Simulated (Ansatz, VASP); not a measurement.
**Sr in VASP and in Ansatz**

```
Sr
1.0
     0.02282    3.04235    3.04235
     3.04235    0.02282    3.04235
     3.06517    3.06517    0.00000
Sr
1
Direct
  0.00000 0.00000 0.00000
```

Change from the starting cell: strain +0.0150 x Voigt [0, 0, 0, 0, 0, 1], atoms carried along.

Alike in both runs: task single point; functional PBEsol; k mesh 10 × 10 × 10; occupations gaussian, width 0.03 eV; no spin polarisation.

|  | VASP | Ansatz |
| --- | --- | --- |
| version | VASP 6.6.1 | Ansatz 0.2.0 |
| potentials or method | VASP PAW PBE potentials, release 64 (Sr_sv) | scalar-relativistic, plane waves, PAW |
| plane-wave cutoff (eV) | 520 | 420 |
| valence electrons in the cell | 10 | 10 |

VASP gave:

| Quantity | Value |
| --- | --- |
| gap on the k mesh at the Fermi level (eV) | none |
| pressure (GPa) | -0.9 |
| largest component of the traceless stress (GPa) | 0.06 |

Q: Estimate Ansatz's values.

A: gap on the k mesh at the Fermi level (eV): none; pressure (GPa): -0.9; largest component of the traceless stress (GPa): 0.05.

A gap of «none» marks a metal or a gap that the smearing closes.

Caveats: the PAW data sets were made with another functional, which shifts forces and pressure a little (VASP).
